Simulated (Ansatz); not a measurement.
## BaTiO3, one cell by several methods

```xyz
5
Lattice="3.9841 -0.0199 -0.0199 -0.0284 2.8228 2.8316 0.0000 -2.8513 2.8600" Properties=species:S:1:pos:R:3 pbc="T T T"
Ba    0.0000    0.0000    0.0000
Ti    1.9776   -0.0244    2.8808
O    -0.0140   -0.0140    2.8008
O     1.9777   -1.4248    4.2550
O     1.9638    1.3623    4.2410
```

Atoms are numbered in the order listed.

The geometry is COD entry 9016084, unchecked; take it as a test cell. The listed cell was then made from it by scaling, straining or moving an atom.

Spin–orbit coupling is left out, though it moves levels of the heavy atoms by tenths of an eV or more.

Methods: DFT, PBEsol, PAW with Ansatz's default frozen-core files, scalar-relativistic (Ansatz 0.2.0); DFT, PBEsol, all-electron PAW with datasets made for the crystal, scalar-relativistic (Ansatz 0.2.0); DFT, PBEsol, all-electron LAPW, scalar-relativistic (Ansatz 0.2.0).

For PAW: a Γ-centred 8×8×8 k mesh, Fermi–Dirac smearing of 0.05 eV, cutoff 420 eV, no spin polarisation; the PAW files were made with PBE, and the program remakes their frozen cores for this functional. The crystal-made all-electron datasets (AE datasets) take a cutoff of 560 eV at this cell. LAPW targets a basis error of 1 meV/atom. The Ansatz runs share mesh, smearing and spin set-up. Plane-wave (PAW) pressures include the program's estimate of the Pulay term.

Stress and pressure are positive in compression.

The change that made this cell: equal xy, yz and zx engineering shear strains of -1 %.

| quantity | PAW | AE datasets | LAPW |
| --- | --- | --- | --- |
| pressure (GPa) | -4.30 | -4.29 | -4.28 |
| stress xx (GPa) | -3.65 | -3.64 | -3.64 |
| stress yy (GPa) | -4.27 | -4.26 | -4.26 |
| stress zz (GPa) | -4.97 | -4.96 | -4.96 |
| stress yz (GPa) | 0.91 | 0.91 | 0.91 |
| stress xz (GPa) | 1.20 | 1.20 | 1.20 |
| stress xy (GPa) | 1.20 | 1.20 | 1.20 |
| force on Ba1, z (eV/Å) | 0.089 | 0.089 | 0.089 |
| force on Ti2, z (eV/Å) | 0.220 | 0.224 | 0.224 |
| force on O3, z (eV/Å) | 0.092 | 0.092 | 0.092 |
| force on O4, z (eV/Å) | -0.218 | -0.219 | -0.219 |
| band gap (eV) | 1.784 | 1.779 | 1.779 |

PAW's pressure differs from the LAPW value by about 0.01 GPa or less. Datasets made for the crystal and LAPW share parts of one code, so their agreement isn't an independent check.
